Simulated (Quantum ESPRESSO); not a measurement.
Crystal: GaN.

```xyz
4
Lattice="3.1800 0.0000 0.0000 -1.5900 2.7540 0.0000 0.0000 0.0000 5.1660" Properties=species:S:1:pos:R:3 pbc="T T T"
Ga    1.5900    0.9180    2.5830
Ga    0.0000    1.8360    0.0000
N     1.5900    0.9180    4.5203
N     0.0000    1.8360    1.9373
```

Base run:

```yaml
Program: Quantum ESPRESSO 7.5
Functional: PBE
Potentials_or_basis: JTH 2.0 PBE
Cutoff: 544 eV
Density_cutoff: 3265 eV
k_mesh: 10 × 10 × 5
Occupations: fermi-dirac, width 0.05 eV
Spin: no spin polarisation
```

Its results: band gap on the k mesh 1.95 eV, direct; largest force 0.138 eV/Å.

The run is repeated on the same cell with these changes: potentials or basis from JTH 2.0 PBE to SG15 PBE 1.2; cutoff from 544 eV to 952 eV; density cutoff from 3265 eV to 3810 eV; k mesh from 10 × 10 × 5 to 6 × 6 × 4. What comes out?

Band gap on the k mesh 2.02 eV, direct; largest force 0.147 eV/Å.
